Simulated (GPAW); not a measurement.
# BeTe (F-43m) in GPAW: notebook

The runs below take BeTe through dielectric tensor, equation of state, band structure, with PBE, LDA, BP86, PBEsol.

Program: GPAW 26.7.0. These are calculated values, not measurements. Logs are shortened: lines on timing, memory, paths and dates and some standing lists are left out, and cuts for length are marked. The log counts tension as positive stress, the text compression.

## 1. The structure

It takes space group F-43m (No. 216, cubic). The conventional cell has a = 5.540 Å, b = 5.540 Å, c = 5.540 Å, α = 90.00°, β = 90.00°, γ = 90.00°. Around Te (site symmetry -43m) lie 4 Be at 2.40 Å. Be (site symmetry -43m) has 4 Te at 2.40 Å as nearest neighbours.

## 2. Dielectric tensor, PBE

Contents of run.py:

```python
import numpy as np
from ase import Atoms
from ase.dft.bandgap import bandgap
from ase.io import write
from gpaw import GPAW, PW
from gpaw.response.df import DielectricFunction

atoms = Atoms(['Te', 'Be'],
              cell=[[0.0, 2.77, 2.77],
                    [2.77, 0.0, 2.77],
                    [2.77, 2.77, 0.0]],
              scaled_positions=[[0.75, 0.75, 0.75],
                                [0.0, 0.0, 0.0]],
              pbc=True)

calc = GPAW(mode=PW(600),
            xc='PBE',
            kpts={'size': (7, 7, 7), 'gamma': True},
            occupations={'name': 'fermi-dirac', 'width': 0.001},
            nbands=11,
            convergence={'density': 1e-06},
            maxiter=150,
            txt='gpaw.txt')
atoms.calc = calc
energy = atoms.get_potential_energy()
calc.write('gs.gpw')
write('result.traj', atoms)
print(f'Energy: {energy:.6f} eV')
print('Fermi level:', round(calc.get_fermi_level(), 4), 'eV')
print(f'Gap: {bandgap(calc)[0]:.4f} eV, direct: {bandgap(calc, direct=True)[0]:.4f} eV')

for size in [(15, 15, 15), (21, 21, 21)]:
    name = 'x'.join(str(n) for n in size)
    dense = calc.fixed_density(kpts={'size': size, 'gamma': True},
                               nbands=30, convergence={'bands': 24, 'eigenstates': 1e-7},
                               update_fermi_level=True, txt=f'dense-{name}.txt')
    dense.write(f'{name}.gpw', mode='all')
    df = DielectricFunction(f'{name}.gpw', frequencies=np.array([0.0]), hilbert=False, eta=0.001,
                            ecut=80, nbands=24, intraband=False, txt=f'df-{name}.txt')
    for xc in ['RPA', 'ALDA', 'ALDA_X']:
        for direction in ['x', 'y', 'z', [0, 1, 1], [1, 0, 1], [1, 1, 0]]:
            e0, e = df.get_macroscopic_dielectric_constant(xc=xc, direction=direction)
            print(f'{name} {xc} {direction}: {e0:.4f} without, {e:.4f} with local fields')
```

Potentials or basis: GPAW PAW data sets (gpaw-data 1.2.1), pw.

Run with:

```bash
$ OMP_NUM_THREADS=1 python run.py
```

gpaw.txt:

```text
__  _  _
 | _ |_)|_||  |
 |__||  | ||/\| - 26.7.0

Input parameters:
  mode=PW(ecut=600.0),
  convergence={'density': 1e-06},
  kpts=MonkhorstPack(size=(7, 7, 7), gamma=True),
  maxiter=150,
  nbands=11,
  occupations=Occupations(name='fermi-dirac', width=0.001),
  xc=XC(name='PBE')

Diagonalizing LCAO Hamiltonian
Converting LCAO to pw mode

                    Te

       Be

Atoms  # Å, Bohr magnetons
|   | symbol |        x |        y |        z |    initial magnetic moments |
|---|--------|----------|----------|----------|-----------------------------|
| 0 |     Te | 4.155000 | 4.155000 | 4.155000 | ( 0.0000,  0.0000,  0.0000) |
| 1 |     Be | 0.000000 | 0.000000 | 0.000000 | ( 0.0000,  0.0000,  0.0000) |

Unit cell  # Å
| periodic |        x |        y |        z |  lengths |    angles |
|----------|----------|----------|----------|----------|-----------|
|      yes | 0.000000 | 2.770000 | 2.770000 | 3.917372 | 60.000000 |
|      yes | 2.770000 | 0.000000 | 2.770000 | 3.917372 | 60.000000 |
|      yes | 2.770000 | 2.770000 | 0.000000 | 3.917372 | 60.000000 |

Number of symmetries: 24
Symmetry operations  # r_c * U_cc + t_c -> r_c
|    | kind |            matrix            |
|----|------|------------------------------|
|  0 |  E   |  1, 0, 0,  0, 1, 0,  0, 0, 1 |
|  1 |  σ   |  1, 0, 0,  0, 0, 1,  0, 1, 0 |
|  2 |  σ   |  1, 0,-1,  0, 1,-1,  0, 0,-1 |
|  3 |  C3  |  1, 0,-1,  0, 0,-1,  0, 1,-1 |
|  4 |  C3  |  1,-1, 0,  0,-1, 1,  0,-1, 0 |
|  5 |  σ   |  1,-1, 0,  0,-1, 0,  0,-1, 1 |
|  6 |  σ   |  0, 1, 0,  1, 0, 0,  0, 0, 1 |
|  7 |  C3  |  0, 1, 0,  0, 0, 1,  1, 0, 0 |
|  8 |  C2  |  0, 1,-1,  1, 0,-1,  0, 0,-1 |
|  9 |  S4  |  0, 1,-1,  0, 0,-1,  1, 0,-1 |
| 10 |  C3  |  0, 0, 1,  1, 0, 0,  0, 1, 0 |
| 11 |  σ   |  0, 0, 1,  0, 1, 0,  1, 0, 0 |
| 12 |  S4  |  0, 0,-1,  1, 0,-1,  0, 1,-1 |
| 13 |  C3  |  0, 0,-1,  0, 1,-1,  1, 0,-1 |
| 14 |  S4  |  0,-1, 1,  1,-1, 0,  0,-1, 0 |
| 15 |  C2  |  0,-1, 1,  0,-1, 0,  1,-1, 0 |
| 16 |  C3  |  0,-1, 0,  1,-1, 0,  0,-1, 1 |
| 17 |  S4  |  0,-1, 0,  0,-1, 1,  1,-1, 0 |
| 18 |  S4  | -1, 1, 0, -1, 0, 1, -1, 0, 0 |
| 19 |  C3  | -1, 1, 0, -1, 0, 0, -1, 0, 1 |
| 20 |  C3  | -1, 0, 1, -1, 1, 0, -1, 0, 0 |
| 21 |  S4  | -1, 0, 1, -1, 0, 0, -1, 1, 0 |
| 22 |  σ   | -1, 0, 0, -1, 1, 0, -1, 0, 1 |
| 23 |  C2  | -1, 0, 0, -1, 0, 1, -1, 1, 0 |

BZ-sampling:
  Number of BZ points: 343
  Number of IBZ points: 20

  Monkhorst-Pack size: [7, 7, 7]
  Monkhorst-Pack shift: [0, 0, 0]

K-points  # in reciprocal-cell coordinates
|     |                                coordinates |     weight |
|-----|--------------------------------------------|------------|
|   0 | (  0.00000000,   0.00000000,   0.00000000) | 0.00291545 |
|   1 | (  0.14285714,   0.14285714,   0.00000000) | 0.01749271 |
|   2 | (  0.14285714,   0.14285714,   0.14285714) | 0.02332362 |
|   3 | (  0.28571429,   0.14285714,   0.14285714) | 0.03498542 |
|   4 | (  0.28571429,   0.28571429,   0.00000000) | 0.01749271 |
|   5 | (  0.28571429,   0.28571429,   0.14285714) | 0.06997085 |
|   6 | (  0.28571429,   0.28571429,   0.28571429) | 0.02332362 |
|   7 | (  0.42857143,  -0.28571429,  -0.28571429) | 0.03498542 |
|   8 | (  0.42857143,   0.28571429,  -0.42857143) | 0.13994169 |
|   9 | (  0.42857143,   0.28571429,  -0.28571429) | 0.06997085 |
| ... |                                            |            |
|  19 | (  0.42857143,   0.42857143,   0.42857143) | 0.02332362 |

Plane wave coefficients: 1430
Cutoff: 600.0 eV

Spin-components: 1 (collinear spins)
Bands:           11
Projectors:      8
Spin-degeneracy: 2
Datatype:        complex128

Parallelization:
  kpt:    1
  domain: 1
  band:   1

Density:
  Valence electrons: 8.0
  Components: 1
  Grid points: [24 24 24]
  Charge: 0.0  # |e|

Potential:
  Grid points: [24 24 24]

species:
  Te:
    name:    Tellurium
    Z:       52.0
    valence: 6
    core:    46
    charge:  0.0  # [|e|]
    compensation charges:
      type: gauss
      rc: 0.36  # [Å]
      lmax: 2
    cutoffs:
      filter: 2.09  # [Å]
      core: 3.17  # [Å]
    projectors
    | kind |    occ | energy [eV] | rcut [Å] |
    |------|--------|-------------|----------|
    |   5s |  2.000 |     -15.089 |    1.180 |
    |   5p |  4.000 |      -5.955 |    1.196 |
    |    s |        |      12.123 |    1.180 |
    |    p |        |      21.256 |    1.196 |
    |    d |        |       0.000 |    1.238 |

    Using partial waves for Te as LCAO basis

  Be:
    name:    Beryllium
    Z:       4.0
    valence: 2
    core:    2
    charge:  0.0  # [|e|]
    compensation charges:
      type: gauss
      rc: 0.25  # [Å]
      lmax: 2
    cutoffs:
      filter: 1.42  # [Å]
      core: 1.77  # [Å]
    projectors
    | kind |    occ | energy [eV] | rcut [Å] |
    |------|--------|-------------|----------|
    |   2s |  2.000 |      -5.610 |    0.794 |
    |   2p |  0.000 |      -2.018 |    0.794 |
    |    s |        |      21.602 |    0.794 |

    Using partial waves for Be as LCAO basis

Reference energy: -185188.868407  # eV

eigensolver:
  PPCG
  Converge bands: occupied
  niter=2

density mixing:
  MSR1-Mixer
  Pratt-step length: 0.05
  Maximum mixing coefficient: 0.75
  Old densities: 10
  SVD Regularization: 0.005
  Good broyden scale: 1.0
  Trust region scale: 1.0
  Backstep threshold: 4.0
  History deletion threshold: 6.0
  Fourier metric: weight=20.0, sigma=0.015

occupation numbers:
  Fermi-Dirac:
    width: 0.0010  # eV

poisson solver:
  ecut: 4800.0  # eV

xc functional:
  name: PBE with 2 nearest neighbor stencil

convergence criteria:
- Maximum integral of absolute [dens]ity change: 1e-06 electrons / valence electron
- Maximum [total energy] change in last 3 cyles: 0.0005 eV / valence electron
- Maximum integral of absolute [eigenst]ate change: 4e-08 eV^2 / valence electron
maximum number of iterations: 150

SCF iterations
|iter     | |      energy | eigst |  dens |
|---------|-|-------------|-------|-------|
|iter:   1| |   -7.750522 | -0.15 |       |
|iter:   2| |   -7.729842 | -2.22 | -0.91 |
|iter:   3| |   -7.604065 | -2.24 | -0.94 |
|iter:   4| |   -7.604626 | -3.18 | -1.54 |
|iter:   5| |   -7.605241c| -4.39 | -2.07 |
|iter:   6| |   -7.605282c| -5.56 | -2.67 |
|iter:   7| |   -7.605283c| -7.04 | -3.70 |
|iter:   8| |   -7.605283c| -7.89c| -4.10 |
|iter:   9| |   -7.605283c| -8.58c| -5.18 |
|iter:  10| |   -7.605283c| -9.20c| -5.63 |
|iter:  11| |   -7.605283c|-10.11c| -6.72c|

Converged in 11 steps
Energy contributions relative to reference atoms: (reference = -185188.868407)

Energy contributions:
  Kinetic:          18.490794
  Coulomb:         -16.525792
  Zero:              0.135113
  External:          0.000000
  Xc:               -9.705398
  Entropy:          -0.000000
  Spinorbit:         0.000000
  ----------------------------
  Free energy:      -7.605283
  Extrapolated:     -7.605283

dipole moment: (-0.426430, -0.426430, -0.426430)  # |e|*Ang

Fermi level: 6.826
Eigenvalues  # (at kpt = [0.000, 0.000, 0.000])
| band index |      eig [eV] | occ [0-2] |
|------------|---------------|-----------|
|          0 |        -7.057 |     2.000 |
|          1 |         5.562 |     2.000 |
|          2 |         5.562 |     2.000 |
|          3 |         5.562 |     2.000 |
|          4 |         9.147 |     0.000 |
|          5 |         9.147 |     0.000 |
|          6 |         9.147 |     0.000 |
|          7 |         9.761 |     0.000 |
|          8 |        13.973 |     0.000 |
|          9 |        16.131 |     0.000 |
|         10 |        16.230 |     0.000 |

Gap: 1.920 eV
Transition (v -> c):
  (s=0, k=0, n=3, [0.00, 0.00, 0.00]) -> (s=0, k=16, n=4, [0.43, 0.43, 0.00])
Direct/indirect transitions are different
Direct gap: 3.585 eV
Transition at: (s=0, k=0, n=3, [0.00, 0.00, 0.00])
# Writing to gs.gpw (mode='')
```

It took 24 min on 1 thread of Intel Xeon at 2.50GHz (Skylake/Cascade Lake), shared host; peak memory 1.1 GiB.

What came out:

- Free energy: -7.6053 eV
- Band gap on the k mesh: 1.92 eV, indirect (least direct gap 3.58 eV)
- Electronic dielectric tensor (diagonal): 6.86

Electronic dielectric tensor:
```
6.86 0.00 0.00
0.00 6.86 0.00
0.00 0.00 6.86
```

Caveat: the long-wavelength limit can be off by a per cent or two; spin-orbit coupling is left out, which moves the levels of the heavy elements; an odd mesh through Γ misses points on the zone boundary, where band edges often lie.

## 3. Equation of state, LDA

Contents of run.py:

```python
from ase.eos import EquationOfState
from ase.io import Trajectory
from ase.spacegroup import crystal
from ase.units import GPa
from gpaw import GPAW, PW

# Te 4c
# Be 4a
atoms = crystal(['Te', 'Be'],
                basis=[[0.25, 0.25, 0.25],
                       [0.0, 0.0, 0.0]],
                spacegroup=216, setting=1,  # F-43m
                cellpar=[5.54, 5.54, 5.54, 90.0, 90.0, 90.0],
                primitive_cell=True)

traj = Trajectory('eos.traj', 'w')
volumes, energies = [], []
for x in [0.94, 0.96, 0.98, 1.0, 1.02, 1.04, 1.06]:
    a = atoms.copy()
    a.set_cell(atoms.cell * x**(1 / 3), scale_atoms=True)
    calc = GPAW(mode=PW(800),
                xc='LDA',
                kpts={'size': (8, 8, 8), 'gamma': True},
                occupations={'name': 'fermi-dirac', 'width': 0.05},
                nbands=11,
                convergence={'density': 1e-05, 'energy': 1e-05},
                maxiter=150,
                txt=f'eos-{x:.2f}.txt')
    a.calc = calc
    energies.append(a.get_potential_energy(force_consistent=True))
    volumes.append(a.get_volume())
    p = -a.get_stress()[:3].mean() / GPa
    calc.write(f'eos-{x:.2f}.gpw')
    traj.write(a)
    print(f'{x:.2f} {volumes[-1]:10.4f} A^3 {energies[-1]:14.6f} eV {p:9.3f} GPa', flush=True)

v0, e0, B = EquationOfState(volumes, energies, eos='birchmurnaghan').fit()
print(f'V0 = {v0:.4f} A^3, E0 = {e0:.6f} eV, B0 = {B / GPa:.2f} GPa')
```

Potentials or basis: the program's PAW data sets (release 1.2.1) made for this functional, pw.

Run with:

```bash
$ OMP_NUM_THREADS=1 python run.py
```

Log:

```text
__  _  _
 | _ |_)|_||  |
 |__||  | ||/\| - 26.7.0

Input parameters:
  mode=PW(ecut=800.0),
  convergence={'density': 1e-05, 'energy': 1e-05},
  kpts=MonkhorstPack(size=(8, 8, 8), gamma=True),
  maxiter=150,
  nbands=11,
  occupations=Occupations(name='fermi-dirac', width=0.05),
  xc=XC(name='LDA')

Diagonalizing LCAO Hamiltonian
Converting LCAO to pw mode

           Te

       Be

Atoms  # Å, Bohr magnetons
|   | symbol |        x |        y |        z |    initial magnetic moments |
|---|--------|----------|----------|----------|-----------------------------|
| 0 |     Te | 1.356727 | 1.356727 | 1.356727 | ( 0.0000,  0.0000,  0.0000) |
| 1 |     Be | 0.000000 | 0.000000 | 0.000000 | ( 0.0000,  0.0000,  0.0000) |

Unit cell  # Å
| periodic |        x |        y |        z |  lengths |    angles |
|----------|----------|----------|----------|----------|-----------|
|      yes | 0.000000 | 2.713454 | 2.713454 | 3.837403 | 60.000000 |
|      yes | 2.713454 | 0.000000 | 2.713454 | 3.837403 | 60.000000 |
|      yes | 2.713454 | 2.713454 | 0.000000 | 3.837403 | 60.000000 |

Number of symmetries: 24
Symmetry operations  # r_c * U_cc + t_c -> r_c
|    | kind |            matrix            |
|----|------|------------------------------|
|  0 |  E   |  1, 0, 0,  0, 1, 0,  0, 0, 1 |
|  1 |  σ   |  1, 0, 0,  0, 0, 1,  0, 1, 0 |
|  2 |  σ   |  1, 0,-1,  0, 1,-1,  0, 0,-1 |
|  3 |  C3  |  1, 0,-1,  0, 0,-1,  0, 1,-1 |
|  4 |  C3  |  1,-1, 0,  0,-1, 1,  0,-1, 0 |
|  5 |  σ   |  1,-1, 0,  0,-1, 0,  0,-1, 1 |
|  6 |  σ   |  0, 1, 0,  1, 0, 0,  0, 0, 1 |
|  7 |  C3  |  0, 1, 0,  0, 0, 1,  1, 0, 0 |
|  8 |  C2  |  0, 1,-1,  1, 0,-1,  0, 0,-1 |
|  9 |  S4  |  0, 1,-1,  0, 0,-1,  1, 0,-1 |
| 10 |  C3  |  0, 0, 1,  1, 0, 0,  0, 1, 0 |
| 11 |  σ   |  0, 0, 1,  0, 1, 0,  1, 0, 0 |
| 12 |  S4  |  0, 0,-1,  1, 0,-1,  0, 1,-1 |
| 13 |  C3  |  0, 0,-1,  0, 1,-1,  1, 0,-1 |
| 14 |  S4  |  0,-1, 1,  1,-1, 0,  0,-1, 0 |
| 15 |  C2  |  0,-1, 1,  0,-1, 0,  1,-1, 0 |
| 16 |  C3  |  0,-1, 0,  1,-1, 0,  0,-1, 1 |
| 17 |  S4  |  0,-1, 0,  0,-1, 1,  1,-1, 0 |
| 18 |  S4  | -1, 1, 0, -1, 0, 1, -1, 0, 0 |
| 19 |  C3  | -1, 1, 0, -1, 0, 0, -1, 0, 1 |
| 20 |  C3  | -1, 0, 1, -1, 1, 0, -1, 0, 0 |
| 21 |  S4  | -1, 0, 1, -1, 0, 0, -1, 1, 0 |
| 22 |  σ   | -1, 0, 0, -1, 1, 0, -1, 0, 1 |
| 23 |  C2  | -1, 0, 0, -1, 0, 1, -1, 1, 0 |

BZ-sampling:
  Number of BZ points: 512
  Number of IBZ points: 29

  Monkhorst-Pack size: [8, 8, 8]
  Monkhorst-Pack shift: [0.0625, 0.0625, 0.0625]

K-points  # in reciprocal-cell coordinates
|     |                                coordinates |     weight |
|-----|--------------------------------------------|------------|
|   0 | (  0.00000000,   0.00000000,   0.00000000) | 0.00195312 |
|   1 | (  0.12500000,   0.12500000,   0.00000000) | 0.01171875 |
|   2 | (  0.12500000,   0.12500000,   0.12500000) | 0.01562500 |
[... 74 lines left out ...]
    |   2s |  2.000 |      -5.600 |    0.794 |
    |   2p |  0.000 |      -2.099 |    0.794 |
    |    s |        |      21.612 |    0.794 |

    Using partial waves for Be as LCAO basis

Reference energy: -185030.684589  # eV

eigensolver:
  PPCG
  Converge bands: occupied
  niter=2

density mixing:
  MSR1-Mixer
  Pratt-step length: 0.05
  Maximum mixing coefficient: 0.75
  Old densities: 10
  SVD Regularization: 0.005
  Good broyden scale: 1.0
  Trust region scale: 1.0
  Backstep threshold: 4.0
  History deletion threshold: 6.0
  Fourier metric: weight=20.0, sigma=0.015

occupation numbers:
  Fermi-Dirac:
    width: 0.0500  # eV

poisson solver:
  ecut: 6400.0  # eV

xc functional:
  name: None

convergence criteria:
- Maximum integral of absolute [dens]ity change: 1e-05 electrons / valence electron
- Maximum [total energy] change in last 3 cyles: 1e-05 eV / valence electron
- Maximum integral of absolute [eigenst]ate change: 4e-08 eV^2 / valence electron
maximum number of iterations: 150

SCF iterations
|iter     | |      energy | eigst |  dens |
|---------|-|-------------|-------|-------|
|iter:   1| |   -9.012311 | -0.10 |       |
|iter:   2| |   -8.977680 | -2.14 | -0.86 |
|iter:   3| |   -8.769961 | -2.13 | -0.90 |
|iter:   4| |   -8.766079 | -3.23 | -1.55 |
|iter:   5| |   -8.766214 | -4.56 | -2.09 |
|iter:   6| |   -8.766223 | -5.84 | -2.65 |
|iter:   7| |   -8.766223c| -7.56c| -3.80 |
|iter:   8| |   -8.766223c| -7.80c| -4.24 |
|iter:   9| |   -8.766223c| -8.62c| -5.60c|

Converged in 9 steps
Energy contributions relative to reference atoms: (reference = -185030.684589)

Energy contributions:
  Kinetic:          24.213882
  Coulomb:         -21.226972
  Zero:              0.103874
  External:          0.000000
  Xc:              -11.857007
  Entropy:          -0.000000
  Spinorbit:         0.000000
  ----------------------------
  Free energy:      -8.766223
  Extrapolated:     -8.766223

dipole moment: (-11.260536, -11.260536, -11.260536)  # |e|*Ang

Fermi level: 6.840
Eigenvalues  # (at kpt = [0.000, 0.000, 0.000])
| band index |      eig [eV] | occ [0-2] |
|------------|---------------|-----------|
|          0 |        -7.079 |     2.000 |
|          1 |         6.034 |     2.000 |
|          2 |         6.034 |     2.000 |
|          3 |         6.034 |     2.000 |
|          4 |         9.553 |     0.000 |
|          5 |         9.553 |     0.000 |
|          6 |         9.553 |     0.000 |
|          7 |        10.575 |     0.000 |
|          8 |        14.421 |     0.000 |
|          9 |        16.871 |     0.000 |
|         10 |        17.390 |     0.000 |

Gap: 1.610 eV
Transition (v -> c):
  (s=0, k=0, n=3, [0.00, 0.00, 0.00]) -> (s=0, k=24, n=4, [0.50, 0.50, 0.00])
Direct/indirect transitions are different
Direct gap: 3.520 eV
Transition at: (s=0, k=0, n=3, [0.00, 0.00, 0.00])

Stress tensor  # eV/Ang^3
|         x |         y |         z |
|-----------|-----------|-----------|
| -0.032361 |  0.000000 |  0.000000 |
|  0.000000 | -0.032361 | -0.000000 |
|  0.000000 | -0.000000 | -0.032361 |

# Writing to eos-0.94.gpw (mode='')
```

stdout:

```text
0.94    39.9574 A^3      -8.766223 eV     5.185 GPa
0.96    40.8076 A^3      -8.789169 eV     3.486 GPa
0.98    41.6577 A^3      -8.803534 eV     1.948 GPa
1.00    42.5079 A^3      -8.810132 eV     0.556 GPa
1.02    43.3580 A^3      -8.809696 eV    -0.705 GPa
1.04    44.2082 A^3      -8.802889 eV    -1.847 GPa
1.06    45.0583 A^3      -8.790310 eV    -2.882 GPa
V0 = 42.8743 A^3, E0 = -8.810766 eV, B0 = 63.99 GPa
```

It took 34 s on 1 thread of AMD EPYC 9R45 (Zen 5), shared host; peak memory 0.29 GiB.

Results:

```
Equilibrium volume                      : 21.44 Å³/atom
Bulk modulus                            : 64 GPa
Pressure derivative of the bulk modulus : 4.0
```

Energy against volume, from the lowest point:
| volume (Å³/atom) | energy (meV/atom) |
| --- | --- |
| 19.979 | 21.95 |
| 20.404 | 10.48 |
| 20.829 | 3.30 |
| 21.254 | 0.00 |
| 21.679 | 0.22 |
| 22.104 | 3.62 |
| 22.529 | 9.91 |

(Continued in part 2 of 2.)
